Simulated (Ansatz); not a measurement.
An ordered 4-atom cell of CuGaSe2 on the rocksalt lattice (P4/mmm): a relaxation of cell and atoms in the PAW code Ansatz (r2SCAN). It starts from the PBE minimum.

```yaml
crystal:
  lattice:
    - [3.7640314839, 0.0, 0.0]
    - [0.0, 3.7640314839, 0.0]
    - [0.0, 0.0, 5.3015317951]
  atoms:
    - { symbol: Cu, position: [0.0, 0.0, 0.0] }
    - { symbol: Se, position: [0.0, 0.0, 0.5] }
    - { symbol: Ga, position: [0.5, 0.5, 0.5] }
    - { symbol: Se, position: [0.5, 0.5, 0.0] }
kpoints:
  mp_grid: { grid: [6, 6, 4] }
hamiltonian:
  xc: r2scan
scf:
  occupations: { method: fermi_dirac, width: 0.02 }
relax:
  f_tol: 0.005
  cell: {}
output:
  write_density: true
  write_potential: true
  elf: true
  volumetric_format: npy
```

The output follows, shortened, with numbered blanks.
```
Functional definition: r2SCAN
Crystal: 4 atoms, lattice volume = 75.112 Å³
[1]
Bands: 39, of which v1, the nominal top of the filled ones, is band 32 counted from 1 (31 counted from 0)
Symmetry: 16 space group operations
Space group: P4/mmm (ITA 123)
k-points: 30 of 144
preconditioner: auto → Resta (q_TF=auto, 2.656 Å⁻¹)  ε∞=4.8  [σ=0.020 eV  ℏωp=25.7 eV]
relax step 1: F+E_penalty+E_count = -21378.94931795 eV  P = -2.194 GPa  Ω = 75.112 Å³
--- Relaxed structure (3 steps of the walk, 3 accepted, 1 SCFs on fresh bases) ---
[2]
```

Task: Fill in the blanks. They hold the relaxed structure, cutoff and plane waves at Γ.

Result:
```
[1]
Basis set: ecut = 500 eV, 1907 PW (Γ)
[2]
  F+E_penalty+E_count = -21378.96369311 eV
  cell:  # Å, volume = 73.0889 Å³
    - [3.729563, 0.000000, 0.000000]
    - [0.000000, 3.729563, 0.000000]
    - [0.000000, 0.000000, 5.254548]
  atoms:
    - { symbol: Cu, position: [0.000000, 0.000000, 0.000000] }
    - { symbol: Se, position: [0.000000, 0.000000, 0.500000] }
    - { symbol: Ga, position: [0.500000, 0.500000, 0.500000] }
    - { symbol: Se, position: [0.500000, 0.500000, 0.000000] }
```
The trailing digits, and the zero of the energies, depend on the potentials and thresholds.

Command: `ansatz run input.yaml --threads 2 --pin off --max-ram 2211MiB --backend cpu --events-out ev --progress --plain --runs-dir out`. Wall time 49 s on 2 threads of Arm Neoverse N1, on a shared host; peak host memory 0.62 GiB.

The calculation is spin-unpolarised, and the structure need not be a phase that has been made.

Where bands overlap, v1 and c1 are numbered by the electron count and aren't everywhere filled or empty.

Overlapping bands make a metal at that level, for which these meshes are coarse; small forces, stresses and energy differences are uncertain.
